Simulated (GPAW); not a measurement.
WC (Qusongite):

```xyz
2
Lattice="2.9065 0.0000 0.0000 -1.4532 2.5171 0.0000 0.0000 0.0000 2.8366" Properties=species:S:1:pos:R:3 pbc="T T T"
W     0.0000    0.0000    0.0000
C     1.4533    0.8390    1.4183
```

Base run:

| Quantity | Value |
| --- | --- |
| Program | GPAW 26.7.0 |
| Functional | PBEsol |
| Potentials or basis | PAW data sets generated in the run's folder for this functional |
| Cutoff | 800 eV |
| Basis | pw |
| k mesh | 10 × 10 × 9 |
| Occupations | fermi-dirac, width 0.05 eV |
| Spin | no spin polarisation |

Its results: pressure -4.0 GPa.

Problem. The run is repeated on the same cell with these changes: functional from PBEsol to LDA; k mesh from 10 × 10 × 9 to 7 × 7 × 7. What comes out?

Solution. Pressure -11.2 GPa.

Several settings changed at once, so the effect can't be laid on one alone.
